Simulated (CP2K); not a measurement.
Runs of CP2K 2026.2 on Cu. Symmetry: Fm-3m, No. 225, cubic system. Conventional cell: a = 3.615 Å, b = 3.615 Å, c = 3.615 Å, α = 90.00°, β = 90.00°, γ = 90.00°. Around Cu (site symmetry m-3m) lie 12 Cu at 2.56 Å. 

```tsv
task	level	potentials or basis	smearing	NGRIDS	basis sets	potentials	CUTOFF of the grids	points a segment of the path (NPOINTS)	gap on the mesh (eV)	pressure (GPa)
single point	PBEsol	POTENTIAL_UZH Cu GTH-PBE-q11; TZVP-MOLOPT-PBE-GTH basis	gaussian 0.1 eV	4	Cu TZVP-MOLOPT-PBE-GTH-q11	Cu GTH-PBE-q11 of POTENTIAL_UZH	450 Ry	-	none	-4.8
single point	RPBE	POTENTIAL_UZH Cu GTH-PBE-q11; TZVP-MOLOPT-PBE-GTH basis	gaussian 0.02 eV	5	Cu TZVP-MOLOPT-PBE-GTH-q11	Cu GTH-PBE-q11 of POTENTIAL_UZH	450 Ry	-	none	7.2
single point	LDA	GTH_POTENTIALS Cu GTH-PADE-q11; TZVP-MOLOPT-PBE-GTH basis	gaussian 0.02 eV	5	Cu TZVP-MOLOPT-PBE-GTH-q11	Cu GTH-PADE-q11 of GTH_POTENTIALS	450 Ry	-	none	-10.1
band structure	r2SCAN	POTENTIAL_UZH Cu GTH-SCAN-q11; TZVP-MOLOPT-SCAN-GTH basis	fermi-dirac 0.05 eV	5	Cu TZVP-MOLOPT-SCAN-GTH-q11	Cu GTH-SCAN-q11 of POTENTIAL_UZH	675 Ry	8	none	(a)
```

Alike in all rows: no spin polarisation; cell as given; k mesh 13 × 13 × 13.

Question: Estimate the missing entries.

Answer: (a) -4.9.

Caveats: the basis of atomic orbitals isn't converged, which shifts pressures, moduli and gaps; the potentials were made for another functional, which shifts forces and pressure (some runs).

A gap of «none» marks a metal or a gap under the smearing width.

Runs at the PBE level aren't shown here.
